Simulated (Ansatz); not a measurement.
MnO in Ansatz: the effect of Hubbard term

MnO:

```
CELL_PARAMETERS angstrom
0.00000 2.22391 2.22391
2.22391 0.00000 2.22391
2.22391 2.22391 0.00000
ATOMIC_POSITIONS crystal
Mn 0.00000 0.00000 0.00000
O 0.50000 0.50000 0.50000
```

The cell is a database's computed one.

Alike in all runs:

```yaml
Program: Ansatz 0.2.0
Task: density of states
Functional: PBEsol
Potentials_or_basis: all-electron LAPW, scalar-relativistic
Cutoff: 324 eV
Density_cutoff: 1296 eV
Basis_error_allowed: 0.001 eV/atom
k_mesh: 10 × 10 × 10
Occupations: fermi-dirac, width 0.05 eV
Spin: collinear spin, ferromagnetic start
Starting_moments: "[4.0, 0.0] μB"
```

Question: One run gave: gap on the mesh 0.32 eV; pressure 5.2 GPa. Which Hubbard term did it use?
A. Mn d U = 6 eV
B. Mn d U = 2 eV
C. Mn d U = 4 eV
D. Mn d U = 8 eV

Answer: A.

```tsv
Hubbard term	gap on the mesh (eV)	pressure (GPa)
Mn d U = 2 eV	none	0.4
Mn d U = 4 eV	none	2.8
Mn d U = 6 eV	0.32	5.2
Mn d U = 8 eV	0.54	7.4
```

Caveats: the magnetic state may not be the lowest; U is the effective U less J, on atomic orbitals that reach past the spheres; a cell with one magnetic atom can't hold antiferromagnetic order, which such compounds often take.

A k mesh can miss the band edges.

A gap of «none» marks a metal or a gap under the smearing width.

Not every run made on this cell is shown here.
